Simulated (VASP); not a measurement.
Output of a VASP run:

OSZICAR:
```
...
DAV:   5    -0.543532032646E+02   -0.36084E-03   -0.36080E-03  1096   0.525E-01    0.890E+00
DAV:   6    -0.450140357687E+02    0.93392E+01   -0.50646E+00   976   0.153E+01    0.266E+00
DAV:   7    -0.416679881322E+02    0.33460E+01   -0.10946E+00  1028   0.128E+01    0.188E+00
DAV:   8    -0.491290155840E+02   -0.74610E+01   -0.12889E+00   960   0.127E+01    0.102E+00
DAV:   9    -0.423569494226E+02    0.67721E+01   -0.43396E-01   960   0.807E+00    0.374E-01
DAV:  10    -0.422175367092E+02    0.13941E+00   -0.17935E-01   976   0.487E+00    0.150E-01
DAV:  11    -0.421715003207E+02    0.46036E-01   -0.46247E-03  1112   0.743E-01    0.137E-01
DAV:  12    -0.425882181772E+02   -0.41672E+00   -0.92584E-02   960   0.350E+00    0.201E-01
DAV:  13    -0.425897097498E+02   -0.14916E-02   -0.13059E-03  1100   0.418E-01    0.106E-01
DAV:  14    -0.425917691626E+02   -0.20594E-02   -0.12389E-03   976   0.455E-01    0.833E-02
DAV:  15    -0.425927218002E+02   -0.95264E-03   -0.47669E-04   988   0.250E-01    0.359E-02
DAV:  16    -0.425927350442E+02   -0.13244E-04   -0.89225E-05  1104   0.845E-02    0.110E-02
DAV:  17    -0.425927366196E+02   -0.15754E-05   -0.19199E-05  1012   0.478E-02    0.413E-03
DAV:  18    -0.425927441698E+02   -0.75501E-05   -0.46247E-06   980   0.265E-02    0.657E-04
DAV:  19    -0.425927467973E+02   -0.26275E-05   -0.11671E-06  1008   0.140E-02    0.106E-03
DAV:  20    -0.425927472146E+02   -0.41728E-06   -0.31171E-07   888   0.576E-03    0.666E-04
DAV:  21    -0.425927473059E+02   -0.91339E-07   -0.11721E-07   652   0.356E-03
   1 F= -.42592747E+02 E0= -.42592747E+02  d E =-.425927E+02
       N       E                     dE             d eps       ncg     rms          rms(c)
DAV:   1    -0.425930255564E+02   -0.27834E-03   -0.94143E-02   960   0.289E+00    0.103E-01
DAV:   2    -0.425930184181E+02    0.71383E-05   -0.18754E-03  1080   0.376E-01    0.587E-02
DAV:   3    -0.425929227591E+02    0.95659E-04   -0.11180E-04   972   0.145E-01    0.195E-02
DAV:   4    -0.425928923711E+02    0.30388E-04   -0.15245E-04   960   0.147E-01    0.640E-03
DAV:   5    -0.425929686532E+02   -0.76282E-04   -0.90856E-05   960   0.118E-01    0.229E-03
DAV:   6    -0.425929865319E+02   -0.17879E-04   -0.22449E-05  1008   0.551E-02    0.222E-03
DAV:   7    -0.425929912731E+02   -0.47412E-05   -0.12562E-06  1068   0.113E-02    0.399E-04
DAV:   8    -0.425929932930E+02   -0.20199E-05   -0.93773E-07   980   0.123E-02    0.198E-04
DAV:   9    -0.425929933319E+02   -0.38930E-07   -0.47933E-08   692   0.254E-03
   2 F= -.42592993E+02 E0= -.42592993E+02  d E =-.246026E-03
       N       E                     dE             d eps       ncg     rms          rms(c)
DAV:   1    -0.425930561473E+02   -0.62854E-04   -0.35949E-02   960   0.178E+00    0.634E-02
DAV:   2    -0.425930529809E+02    0.31664E-05   -0.71603E-04  1072   0.232E-01    0.363E-02
DAV:   3    -0.425930163971E+02    0.36584E-04   -0.43000E-05   972   0.898E-02    0.121E-02
DAV:   4    -0.425930044311E+02    0.11966E-04   -0.59029E-05   960   0.912E-02    0.397E-03
DAV:   5    -0.425930346229E+02   -0.30192E-04   -0.34547E-05   960   0.725E-02    0.141E-03
DAV:   6    -0.425930409781E+02   -0.63552E-05   -0.83635E-06  1000   0.336E-02    0.137E-03
DAV:   7    -0.425930428573E+02   -0.18791E-05   -0.48454E-07  1072   0.703E-03    0.242E-04
DAV:   8    -0.425930435911E+02   -0.73384E-06   -0.34302E-07   952   0.746E-03    0.121E-04
DAV:   9    -0.425930436054E+02   -0.14324E-07   -0.19429E-08   604   0.158E-03
   3 F= -.42593044E+02 E0= -.42593044E+02  d E =-.296300E-03
```

File OUTCAR:
```
------------------------ aborting loop because EDIFF is reached ----------------------------------------
  FORCE on cell =-STRESS in cart. coord.  units (eV):
  Direction    XX          YY          ZZ          XY          YZ          ZX
  --------------------------------------------------------------------------------------
  Total       -1.2985340     -1.2985340     -1.3180168      0.0000000      0.0000000      0.0000000
  in kB      -31.6441970    -31.6441970    -32.1189748      0.0000000      0.0000000      0.0000000
  external PRESSURE =     -31.8024563 kB  Pullay stress =       0.0000000 kB
  volume of cell :       65.75
      direct lattice vectors                 reciprocal lattice vectors
     4.639108054  0.000000000  0.000000000     0.215558678  0.000000000  0.000000000
     0.000000000  4.639108054  0.000000000     0.000000000  0.215558678  0.000000000
     0.000000000  0.000000000  3.054927173     0.000000000  0.000000000  0.327340046
 POSITION                                       TOTAL-FORCE (eV/Angst)
 -----------------------------------------------------------------------------------
      0.00000      0.00000      0.00000         0.000000      0.000000     -0.000000
      2.31955      2.31955      1.52746         0.000000      0.000000     -0.000000
      1.40649      1.40649      0.00000        -0.000120     -0.000120      0.000000
      3.72605      0.91306      1.52746        -0.000120      0.000120     -0.000000
      0.91306      3.72605      1.52746         0.000120     -0.000120      0.000000
      3.23261      3.23261      0.00000         0.000120      0.000120     -0.000000
 -----------------------------------------------------------------------------------
    total drift:                                0.000000      0.000000     -0.000000
  FREE ENERGIE OF THE ION-ELECTRON SYSTEM (eV)
  ---------------------------------------------------
  free  energy   TOTEN  =       -42.5930436054 eV

  energy  without entropy=      -42.5930436054  energy(sigma->0) =      -42.59304361

 reached required accuracy - stopping structural energy minimisation
```
(Selected blocks of OUTCAR.)

File POSCAR:
```
MgF2
1
    4.6357902087     0.0000000000     0.0000000000
    0.0000000000     4.6357902087     0.0000000000
    0.0000000000     0.0000000000     3.0593015742
Mg F
2 4
Direct
  1.0000000000   1.0000000000   0.0000000000
  0.5000000000   0.5000000000   0.5000000000
  0.3027985975   0.3027985975   0.0000000000
  0.8027985975   0.1972014025   0.5000000000
  0.1972014025   0.8027985975   0.5000000000
  0.6972014025   0.6972014025   0.0000000000
```

Q: Reconstruct the remaining input files.

A: One answer among several that fit: the input of the run itself, r2SCAN+rVV10, plane waves, VASP's PBE PAW potentials (set 64).

### KPOINTS
```
Automatic mesh
0
Gamma
5 5 7
0 0 0
```

INCAR:
```
! general
SYSTEM   = MgF2
PREC     = Accurate
ENCUT    = 520
LREAL    = .False.
LASPH    = .True.

! electronic loop
EDIFF    = 1E-7
NELM     = 100
ALGO     = Normal
LMIXTAU  = .True.

! smearing
ISMEAR   = 0
SIGMA    = 0.05

! functional
METAGGA  = R2SCAN
LUSE_VDW = .True.
BPARAM   = 11.95
CPARAM   = 0.0093

! ions
IBRION   = 2
NSW      = 30
ISIF     = 4
EDIFFG   = -0.01

! output
LWAVE    = .False.
LCHARG   = .False.
```

POTCAR, in this order: Mg F (PBE.64 set). Program: vasp_std.

The compound is MgF2 in the rutile structure. This cell is one point of a volume scan, at 1.03 of the reference volume. Symmetry was kept, so distortions that lower it aren't found.
